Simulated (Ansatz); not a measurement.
# Formation energy of Li2S

The computed numbers are results of PBE, scalar-relativistic (no spin polarisation) in the plane-wave PAW code Ansatz at 420 eV, Γ-centred 10×10×10 mesh, 0.05 eV Gaussian smearing. The datasets are Ansatz's generated set soft_2.

The chain of runs began from a cell as deposited in COD, expanded in volume.

Symmetry: Fm-3m, No. 225, cubic system. Conventional cell: a = 5.706 Å, b = 5.706 Å, c = 5.706 Å, α = 90.00°, β = 90.00°, γ = 90.00°. Around Li (site symmetry -43m) lie 4 S at 2.47 Å. S (site symmetry m-3m) has 8 Li at 2.47 Å as nearest neighbours. (Neighbours are counted to 15 % beyond the shortest distance.)

The elements were computed in their standard states with the same datasets, cutoff and functional. Total energies depend on the potentials used, so only differences within one code and one set of settings carry meaning.

Energy of the relaxed cell (3 atoms, smearing extrapolated to zero): -1315.506 eV. Elements, in eV/atom: Li -204.686, S -902.059.

What is the formation energy?

[-1315.506 − (2 × -204.686 + 1 × -902.059)] / 3 = -1.36 eV/atom, or -131 kJ per mole of atoms.

The value is for 0 K, without zero-point energy. Uncorrected semilocal values for oxides, chalcogenides and halides often miss by tenths of an eV an atom. A negative value shows stability against the elements alone, not against other compounds or structures.

Bader charges against formal ones: Li +0.86 (+1), S −1.72 (−2). The cations give up 86 % of the formal charge; Bader charges stay under formal ones because the anions' density reaches into the cations' basins, though a share this high marks a strongly ionic bond.

Formal charges Li⁺, S²⁻ balance and leave closed shells on every ion, so a band insulator is expected, and the gap is 3.39 eV.

Kohn–Sham gaps of semilocal functionals lie under measured ones, often by a third or more.
